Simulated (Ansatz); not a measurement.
Write the native input for Ansatz 0.2.0 that does the following.

```
Task                : single point
Functional          : PBE
Potentials or basis : Ansatz PAW
Cutoff              : 420 eV (not typed: the program's choice for these potentials)
k mesh              : 7 × 7 × 3
Occupations         : gaussian, width 0.025 eV
Spin                : no spin polarisation
```

Crystal: Br.

```xyz
4
Lattice="3.3632 -2.3226 0.0000 3.3632 2.3226 0.0000 0.0000 0.0000 8.7023" Properties=species:S:1:pos:R:3 pbc="T T T"
Br    3.3632    0.6266    3.3948
Br    3.3632    1.6959    7.7459
Br    3.3632   -0.6266    5.3075
Br    3.3632   -1.6959    0.9564
```

These files were run (other wordings do the same):

input.yaml

```yaml
crystal:
  lattice:
    - [3.36325, -2.32255, 0.0]
    - [3.36325, 2.32255, 0.0]
    - [0.0, 0.0, 8.7023]
  atoms:
    - { symbol: Br, position: [0.3651, 0.6349, 0.3901] }
    - { symbol: Br, position: [0.1349, 0.8651, 0.8901] }
    - { symbol: Br, position: [0.6349, 0.3651, 0.6099] }
    - { symbol: Br, position: [0.8651, 0.1349, 0.1099] }
hamiltonian:
  xc: pbe
  pseudopotentials: { kind: paw }
kpoints:
  mp_grid: { grid: [7, 7, 3] }
scf:
  occupations: { method: gaussian, width: 0.025 }
output:
  forces: true
  stress: true
  eigenvalues: true
```

Potentials or basis: Ansatz PAW.

Run with:

```sh
$ ansatz run input.yaml --threads 2 --pin off --max-ram 5632MiB --backend cpu --events-out ev --progress --plain --runs-dir out
```

It gave:

| Item | Value |
| --- | --- |
| Pressure | 1.8 GPa |
| Largest force | 0.870 eV/Å |
| Band gap on the k mesh | 1.90 eV, indirect (least direct gap 1.92 eV) |

Caveat: odd divisions of the mesh miss points on the zone boundary, where band edges often lie, so the gap on the mesh can be too wide.

Run time: 0.75 s on 2 threads of AMD EPYC 9R45 96-Core Processor (Zen 5) (shared host), peak memory 0.43 GiB.
